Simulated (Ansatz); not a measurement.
KTaO3, cubic perovskite, relaxed with r2SCAN. It is cubic, Pm-3m (No. 221); conventional cell a = 3.990 Å, 12.71 Å³ an atom. K has 12 O at 2.82 Å; Ta has 6 O at 2.00 Å; O has 2 Ta at 2.00 Å and 4 K at 2.82 Å.

4 runs of Ansatz on this cell differ in the functional (and in the settings that go with it). Levels are in eV from each run's valence top; v1 is the last filled band, c1 the first empty one.

Run A, mean stress -0.6 GPa (compression positive):
```
point     v2     v1    c1    c2
    Γ  -0.64  -0.64  4.32  4.32
    X  -0.89  -0.89  4.48  7.40
    M  -1.54  -0.04  7.44  7.44
    R   0.00   0.00  9.05  9.05
```

Run B, mean stress +5.1 GPa (compression positive):
```
point     v2     v1    c1    c2
    Γ  -0.61  -0.61  2.22  2.22
    X  -0.83  -0.83  2.38  5.04
    M  -1.42  -0.04  5.08  5.08
    R   0.00   0.00  6.50  6.50
```

Run C, mean stress -0.6 GPa (compression positive):
```
point     v2     v1    c1    c2
    Γ  -0.65  -0.65  3.57  3.57
    X  -0.90  -0.90  3.73  6.61
    M  -1.53  -0.04  6.65  6.65
    R   0.00   0.00  8.25  8.25
```

Run D, mean stress 0.0 GPa (compression positive):
```
point     v2     v1    c1    c2
    Γ  -0.64  -0.64  2.63  2.63
    X  -0.87  -0.87  2.78  5.44
    M  -1.45  -0.04  5.48  5.48
    R   0.00   0.00  6.92  6.92
```

**Question.** Match the runs to PBE, r2SCAN, HSE06, PBE0.

**Answer.** A is PBE0, B is PBE, C is HSE06, D is r2SCAN. In order of the gap: PBE 2.22, r2SCAN 2.63, HSE06 3.57, PBE0 4.32 eV. The stress vanishes for r2SCAN, which relaxed the cell.

(Simulation; spin polarisation is off.)

No spin-orbit coupling is included; it can move band edges with weight on the heavy atoms by tenths of an eV.

The stress of a hybrid is loosely converged in these runs.

The meshes of the hybrids are coarse, so their gaps aren't converged to the digits shown.
